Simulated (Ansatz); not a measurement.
# Cu3N: strain energy, fitted

Cu3N, Pm-3m, a = 3.827 Å. The structure is a COD entry; whether it is the stable form wasn't checked. Ansatz: PBE, PAW, 420 eV, Γ-centred 10×10×10 mesh on 4 atoms, Gaussian smearing 0.01 eV; no spin polarisation. Series: equal strain along all axes, cell held, atoms fixed by symmetry; x is the strain in per cent. y is the free energy over the unstrained cell, V0 = 14.013 Å³/atom.

| x (%) | y (meV/atom) |
| --- | --- |
| -3.0 | ? |
| -2.0 | 19.95 |
| -1.0 | 4.84 |
| 0.0 | 0.00 |
| 1.0 | 4.34 |
| 2.0 | 16.90 |
| 3.0 | 36.74 |

Question: Fit y = c2 x² + c3 x³ to the other rows, turn c2 into a modulus, and predict the missing energy.

Answer: Least squares on the rows shown. y = 4.6190 x² − 0.18082 x³. In eV per unit strain² c2 is 46.19; the stiffness is B for this strain (E = 9/2 B V0 ε², shape held): 2 × 46.19 × 160.2 / (9 × 14.013) = 117 GPa. At x = -3.0 the fit asked for gives 46.45 meV/atom. The run gave 46.44 meV/atom, so the fit is 0.01 meV/atom too high, within the rms miss on the fitted rows (0.08 meV/atom). Note that the gap is closed there and open in the run one row down.

Where the gap has closed, the smearing of 0.02 eV or less is narrow for a metal on this mesh.

Cost: 7 runs of about 0.68 core-minutes in all, on Arm Neoverse V2 (shared hosts).